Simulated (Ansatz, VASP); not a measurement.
## Two plane-wave programs on CsBr

INCAR

```
PREC = Accurate
ENCUT = 520
EDIFF = 1E-6
ISMEAR = 0
SIGMA = 0.02
LREAL = F
LASPH = T
NELM = 80
ALGO = Fast
ISIF = 2
LWAVE = F
LCHARG = F
GGA = PE
NBANDS = 15
```

KPOINTS

```
regular mesh
0
Gamma
  6 6 6
```

File POSCAR:

```
CsBr
1.0
    4.3893102659      0.0000000000      0.0000000000
    0.0000000000      4.3893102659      0.0000000000
    0.0000000000      0.0000000000      4.3893102659
Cs Br
1 1
Direct
    0.0000000000      0.0000000000      0.0000000000
    0.5000000000      0.5000000000      0.5000000000
```

Input for Ansatz:

```yaml
crystal:
  lattice:
    - [4.3893102659, 0.0, 0.0]
    - [0.0, 4.3893102659, 0.0]
    - [0.0, 0.0, 4.3893102659]
  atoms:
    - { symbol: Cs, position: [0.0, 0.0, 0.0] }
    - { symbol: Br, position: [0.5, 0.5, 0.5] }
basis:
  ecutwfc: 420
kpoints:
  mp_grid: { grid: [6, 6, 6] }
hamiltonian:
  xc: pbe
scf:
  occupations: { method: gaussian, width: 0.02 }
output:
  forces: false
  stress: false
  eigenvalues: true
  eigenstates:
    kpoints:
      - [0.0, 0.5, 0.5]
      - [0.013971609, 0.5, 0.5]
      - [-0.013971609, 0.5, 0.5]
      - [0.0, 0.513971609, 0.5]
      - [0.0, 0.486028391, 0.5]
      - [0.0, 0.5, 0.513971609]
      - [0.0, 0.5, 0.486028391]
      - [0.009879419, 0.509879419, 0.5]
      - [-0.009879419, 0.490120581, 0.5]
      - [0.009879419, 0.5, 0.509879419]
      - [-0.009879419, 0.5, 0.490120581]
      - [0.0, 0.509879419, 0.509879419]
      - [0.0, 0.490120581, 0.490120581]
      - [0.008066512, 0.508066512, 0.508066512]
      - [-0.008066512, 0.491933488, 0.491933488]
      - [0.0, 0.0, 0.0]
      - [0.013971609, 0.0, 0.0]
      - [-0.013971609, 0.0, 0.0]
      - [0.0, 0.013971609, 0.0]
      - [0.0, -0.013971609, 0.0]
      - [0.0, 0.0, 0.013971609]
      - [0.0, 0.0, -0.013971609]
      - [0.009879419, 0.009879419, 0.0]
      - [-0.009879419, -0.009879419, 0.0]
      - [0.009879419, 0.0, 0.009879419]
      - [-0.009879419, 0.0, -0.009879419]
      - [0.0, 0.009879419, 0.009879419]
      - [0.0, -0.009879419, -0.009879419]
      - [0.008066512, 0.008066512, 0.008066512]
      - [-0.008066512, -0.008066512, -0.008066512]
    e_range: [-5.755051, 5.755051]
checkpoint:
  read: start.run
  write: ck
  compress: false
  write_wavefunctions: false
  write_every: 100000
```

Alike in both runs: task single point; functional PBE; k mesh 6 × 6 × 6; occupations gaussian, width 0.02 eV; no spin polarisation.

|  | VASP | Ansatz |
| --- | --- | --- |
| version | VASP 6.6.1 | Ansatz 0.2.0 |
| potentials or method | VASP PAW PBE potentials, release 64 (Cs_sv, Br) | scalar-relativistic, plane waves, PAW |
| plane-wave cutoff (eV) | 520 | 420 |
| valence electrons in the cell | 16 | 16 |

|  | VASP | Ansatz | Ansatz less VASP |
| --- | --- | --- | --- |
| gap on the k mesh at the Fermi level (eV) | 4.24 | 4.26 | +0.011 |
| least direct gap on the mesh (eV) | 4.27 | 4.28 | +0.008 |

Caveats: spin-orbit coupling is left out, which moves the levels of the heavy elements. PBE gaps usually lie below the measured ones, often by a third to a half. A k mesh can miss the band edges.
